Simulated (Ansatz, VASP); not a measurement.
**One calculation of ZrSiO, two programs**

Contents of INCAR:

```
PREC     = Accurate       # precision mode
ENCUT    = 520            # plane-wave cutoff, eV
EDIFF    = 1E-6           # SCF threshold, eV
ISMEAR   = -1             # smearing method
SIGMA    = 0.05           # smearing width, eV
LREAL    = False          # projectors in reciprocal space
LASPH    = True           # aspherical terms in the spheres
NELM     = 60             # most SCF steps
ALGO     = Normal         # electronic algorithm
ISIF     = 2              # what is computed and relaxed
LWAVE    = False          # write WAVECAR
LCHARG   = True           # write CHGCAR
GGA      = PE             # functional
LELF     = True           # ELF
LVHAR    = True         
NBANDS   = 31             # bands
```

File KPOINTS:

```
Automatic mesh
0
Gamma
  8 8 4
```

POSCAR

```
ZrSiO
1.0
    3.2977075165      0.0000000000      0.0000000000
    0.0000000000      3.2977075165      0.0000000000
    0.0000000000      0.0000000000      7.3025022717
Zr Si O
2 2 2
Direct
    0.5000000000      0.0000000000      0.3084100000
    0.0000000000      0.5000000000      0.6915900000
    0.0000000000      0.0000000000      0.0000000000
    0.5000000000      0.5000000000      0.0000000000
    0.5000000000      0.0000000000      0.6112940000
    0.0000000000      0.5000000000      0.3887060000
```

The input input.yaml:

```yaml
crystal:
  lattice:
    - [3.2977075165, 0.0, 0.0]
    - [0.0, 3.2977075165, 0.0]
    - [0.0, 0.0, 7.3025022717]
  atoms:
    - { symbol: Zr, position: [0.5, 0.0, 0.30841] }
    - { symbol: Zr, position: [0.0, 0.5, 0.69159] }
    - { symbol: Si, position: [0.0, 0.0, 0.0] }
    - { symbol: Si, position: [0.5, 0.5, 0.0] }
    - { symbol: O, position: [0.5, 0.0, 0.611294] }
    - { symbol: O, position: [0.0, 0.5, 0.388706] }
hamiltonian:
  xc: pbe
  pseudopotentials: { kind: paw }
kpoints:
  mp_grid: { grid: [8, 8, 4] }
scf:
  occupations: { method: fermi_dirac, width: 0.05 }
output:
  forces: true
  stress: true
  eigenvalues: true
  write_density: true
  write_potential: true
  elf: true
  volumetric_format: npy
```

The cell comes from a database or a generator and needn't be the stable form of this composition.

Alike in both runs: task single point; functional PBE; k mesh 8 × 8 × 4; occupations fermi-dirac, width 0.05 eV; no spin polarisation.

```csv
,VASP,Ansatz
version,VASP 6.6.1,Ansatz 0.2.0
potentials or method,"VASP PAW PBE potentials, release 64 (Zr_sv, Si, O)",Ansatz PAW
plane-wave cutoff (eV),520,420
valence electrons in the cell,44,44
```

|  | VASP | Ansatz | Ansatz less VASP |
| --- | --- | --- | --- |
| gap on the k mesh at the Fermi level (eV) | none | none | - |
| pressure (GPa) | 2.1 | 2.0 | -0.12 |
| largest component of the traceless stress (GPa) | 0.24 | 0.32 | +0.084 |
| rms of the force components (eV/Å) | 0.035 | 0.044 | +0.0082 |

Atom by atom the forces differ by 0.009 eV/Å (rms over components). A gap of «none» marks a metal or a gap that the smearing closes.

Caveats: the pressure holds a Pulay correction of +0.3 GPa for the finite cutoff (Ansatz).
